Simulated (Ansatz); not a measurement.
Consider the formal exchange of groups at a B–C bond: `NBCCN` + `COC[SiH2]F` → `NBOC[SiH2]F` + `CCCN`.

Computed with Ansatz on PBE0-D4/def2-TZVP structures; ΔE is electronic, products minus reactants. CCSD(T)/CBS is the MP2 limit (def2-TZVPP, def2-QZVPP) plus CCSD(T) − MP2 in def2-TZVPP, frozen cores. Functionals use def2-TZVPP. One conformer a species, not always the lowest.

```tsv
level	ΔE (eV)
PBE-D4	-1.60
HF/def2-TZVPP	-1.76
MP2/def2-TZVPP	-1.74
CCSD(T)/def2-TZVPP	-1.70
```

Question: What does CCSD(T)/CBS give? (Estimate.)

Answer: Computed: -1.72 eV. The listed levels differ from it by 0.12, -0.04, -0.02, 0.02 eV.

Largest T1 diagnostic among the species: 0.012.

From PBE to PBE0 (25 % exact exchange), in def2-TZVPP and without D4, ΔE moves by −0.05 eV.

CCSD(T)/CBS has its own doubt, a few kJ/mol and more with outer-core shells, so smaller differences from it don't rank the levels.
